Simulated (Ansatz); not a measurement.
Input and command of a calculation in Ansatz (plane waves; scalar-relativistic PAW potentials unless the input names others):

```yaml
crystal:
  lattice:
    - [0.0, 2.7670908579, 2.7670908579]
    - [2.7670908579, 0.0, 2.7670908579]
    - [2.7670908579, 2.7670908579, 0.0]
  atoms:
    - { symbol: In, position: [0.0, 0.0, 0.0] }
    - { symbol: P, position: [0.5, 0.5, 0.5] }
basis:
  ecutwfc: 420
kpoints:
  mp_grid: { grid: [14, 14, 14] }
hamiltonian:
  xc: pbesol
scf:
  occupations: { method: fermi_dirac, width: 0.15 }
  mixing: { algorithm: broyden, beta: 1.0, ndim: 1, preconditioner: none }
  max_iter: 100
output:
  forces: true
  eigenvalues: true
  stress: true
```

```bash
ansatz run input.yaml --threads 1 --pin off --max-ram 3072MiB --backend cpu --events-out ev --progress --plain --runs-dir out
```

Abridged log:
```
Pseudopotentials: kind: paw
Pseudopotential: In, paw, valence charge 13, recommended cutoff 420 eV (normal)
Pseudopotential: P, paw, valence charge 5, recommended cutoff 420 eV (normal)
Functional definition: PBEsol
Crystal: 2 atoms, lattice volume = 42.374 Å³
Basis set: ecut = 420 eV, 869 PW (Γ), exchange–correlation on 54×54×54 points (8 copies of the dense FFT grid, shifted against one another)
Bands: 13, of which v1, the nominal top of the filled ones, is band 9 counted from 1 (8 counted from 0)
Symmetry: 48 space group operations
Space group: Fm-3m (ITA 225), of the structure as read, at distance tolerance 3.5e-5 Å
k-points: 104 of 2744
Initial density: superposition of atomic densities (neutral atoms: chi_scale 0, normalization atom), corrected by the library's trained network
Initial wavefunctions: pseudopotential atomic-orbital guess
Functional: x = pbesol(κ = 0.804, μ = 0.12345679), c = pbesol(β = 0.046)
SCF iter   1: F=—  HF=-6265.538637 eV  |F-HF|=—  |Δ(HF+E_count)|=         —  Δρ=6.85e-3  dr2=3.35e-2  ethr=1.77e-3  ⟨swp⟩=5.8  Hψ=8262  notcnv=0
SCF iter   2: F=—  HF=-6265.544331 eV  |F-HF|=—  |Δ(HF+E_count)|=   5.69e-3  Δρ=7.74e-3  dr2=5.21e-2  ethr=1.86e-4  ⟨swp⟩=2.0  Hψ=3015  notcnv=0  κ⁻¹=1.0e0(r=1)
SCF iter   3: F=—  HF=-6265.526876 eV  |F-HF|=—  |Δ(HF+E_count)|=   1.75e-2  Δρ=1.23e-3  dr2=7.93e-4  ethr=1.86e-4  ⟨swp⟩=2.3  Hψ=2359  notcnv=0  κ⁻¹=1.0e0(r=1)
SCF iter   4: F=—  HF=-6265.526653 eV  |F-HF|=—  |Δ(HF+E_count)|=   2.23e-4  Δρ=8.95e-4  dr2=2.70e-4  ethr=4.41e-6  ⟨swp⟩=2.3  Hψ=2376  notcnv=0  κ⁻¹=1.0e0(r=1)
SCF iter   5: F=—  HF=-6265.526531 eV  |F-HF|=—  |Δ(HF+E_count)|=   1.22e-4  Δρ=2.55e-4  dr2=4.06e-5  ethr=1.50e-6  ⟨swp⟩=2.0  Hψ=2260  notcnv=0  κ⁻¹=1.0e0(r=1)
SCF iter   6: F=—  HF=-6265.526542 eV  |F-HF|=—  |Δ(HF+E_count)|=   1.05e-5  Δρ=2.87e-4  dr2=7.15e-5  ethr=2.26e-7  ⟨swp⟩=2.4  Hψ=2016  notcnv=0  κ⁻¹=1.0e0(r=1)
SCF iter   7: F=—  HF=-6265.526519 eV  |F-HF|=—  |Δ(HF+E_count)|=   2.26e-5  Δρ=1.18e-4  dr2=5.29e-6  ethr=2.26e-7  ⟨swp⟩=2.0  Hψ=2408  notcnv=0  κ⁻¹=1.0e0(r=1)
SCF iter   8: F=—  HF=-6265.526517 eV  |F-HF|=—  |Δ(HF+E_count)|=   1.70e-6  Δρ=7.66e-5  dr2=1.90e-6  ethr=2.94e-8  ⟨swp⟩=2.0  Hψ=2380  notcnv=0  κ⁻¹=1.0e0(r=1)
SCF iter   9: F=—  HF=-6265.526517 eV  |F-HF|=—  |Δ(HF+E_count)|=   7.05e-7  Δρ=2.71e-5  dr2=6.44e-7  ethr=1.05e-8  ⟨swp⟩=2.0  Hψ=2351  notcnv=0  κ⁻¹=1.0e0(r=1)
SCF iter  10: F=—  HF=-6265.526517 eV  |F-HF|=—  |Δ(HF+E_count)|=   1.27e-7  Δρ=3.64e-5  dr2=8.78e-7  ethr=3.58e-9  ⟨swp⟩=2.2  Hψ=2361  notcnv=0  κ⁻¹=1.0e0(r=1)
SCF iter  11: F=-6265.526516 eV  HF=-6265.526517 eV  |F-HF|=3.49e-8  |Δ(HF+E_count)|=   3.30e-7  Δρ=1.07e-5  dr2=3.66e-8  ethr=5.56e-10  ⟨swp⟩=5.0  Hψ=7263  notcnv=0
SCF 1 converged in 11 iterations: F = -6265.526516 eV  dr2 = 3.66e-8
SCF converged after 11 iterations
Stability not checked: this state was not tested for a lower state beside it, because the mixer in use, unlike msr1, does not test its closes by its own steps (another_mixer; see scf.mixing.algorithm and scf.lower_state_search)
Free energy (F): -6265.526516 eV
Harris-Foulkes:  -6265.526517 eV  (|F-HF|=3.49e-8)
Internal energy: -6265.455745 eV  (E = F + TS)
E sigma→0 (E₀):  -6265.491131 eV
Entropy (-TS):   -0.070772 eV (-35.386 meV/atom)
Fermi energy:    9.130510 eV
--- Forces (eV/Å), atoms counted from 1 ---
  atom   1  In     0.00000000     0.00000000     0.00000000
  atom   2  P      0.00000000     0.00000000     0.00000000
--- Stress (GPa, compression-positive) ---
       -2.993303       0.000000       0.000000
        0.000000      -2.993303       0.000000
        0.000000       0.000000      -2.993303
  P = ⅓ Tr σ = -2.9933 GPa (-29.933 kbar)
```

One setting here is unusual or wrong in general: mixing far too strong (scf.mixing: not typed → {"algorithm": "broyden", "beta": 1.0, "ndim": 1, "preconditioner": "none"}). For this cell it did little harm to the result: the run converged in 11 SCF iterations with an energy at zero smearing within 0.01 meV/atom of the reference's, pressure -2.99 GPa, largest force 0.000 eV/Å, no gap on the mesh. A reference run on usual settings, whose relaxation ended at this geometry, converged, and the end of its own relaxation has pressure -2.99 GPa, largest force 0.000 eV/Å, no gap on the mesh (its cell was held, or driven to that pressure on purpose).

It took 12 s on 1 thread of Intel(R) Xeon(R) Processor @ 2.50GHz (Skylake/Cascade Lake), with other jobs on the host, peak memory 0.36 GiB.